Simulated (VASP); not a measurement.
Set up this calculation in VASP 6.6.1, as the native input.

| Quantity | Value |
| --- | --- |
| Task | work function |
| Functional | PBE |
| Potentials or basis | VASP PAW PBE potentials, release 64 (Ti_sv) |
| Cutoff | 520 eV |
| k mesh | 10 × 10 × 1 |
| Occupations | gaussian, width 0.05 eV |
| Spin | no spin polarisation |
| Dipole correction | yes |
| Further INCAR settings | ALGO = Normal; EDIFF = 1e-07 |

The structure of Ti lies in POSCAR:

```
Ti
1.0
    2.9499978604      0.0000000000      0.0000000000
   -1.4749989302      2.5547730882      0.0000000000
    0.0000000000      0.0000000000     26.7150000000
Ti
6
Direct
    0.6666666667      0.3333333334      0.2807411567
    0.3333333333      0.6666666666      0.3684446940
    0.6666666667      0.3333333334      0.4561482313
    0.3333333333      0.6666666666      0.5438517687
    0.6666666667      0.3333333334      0.6315553060
    0.3333333333      0.6666666666      0.7192588433
```

The slab is cut from a database's or a generator's crystal, which needn't be the stable form of the element.

The cell isn't the ideal one: the (0 0 1) slab of Ti, cut from the database cell, not relaxed.

The input as run:

INCAR

```
SYSTEM = Ti
ALGO = Normal ; DIPOL = 0.5 0.5 0.500
EDIFF = 1E-7 ; ENCUT = 520
GGA = PE ; IDIPOL = 3
ISIF = 2 ; ISMEAR = 0
LASPH = .True. ; LCHARG = .True.
LDIPOL = .True. ; LELF = .True.
LREAL = .False. ; LVACPOTAV = .True.
LVHAR = .True. ; LWAVE = .False.
NELM = 100 ; PREC = Accurate
SIGMA = 0.05
```

KPOINTS

```
k-points
0
Gamma
  10 10 1
  0 0 0
```

Potentials or basis: VASP PAW PBE potentials, release 64 (Ti_sv).

Run with:

```sh
$ cat potpaw_PBE.64/Ti_sv/POTCAR > POTCAR
$ mpirun -np 1 vasp_std > vasp.out
```

It gave:

| Quantity | Value |
| --- | --- |
| Largest force | 0.653 eV/Å |
| Band gap on the k mesh | none (metal or under the smearing width) |
| Work function of the upper face | 4.41 eV |
| Work function of the lower face | 4.41 eV |

It took 3.2 min on 1 thread of Intel(R) Xeon(R) 6975P-C (Granite Rapids) (shared host), peak memory 0.36 GiB.
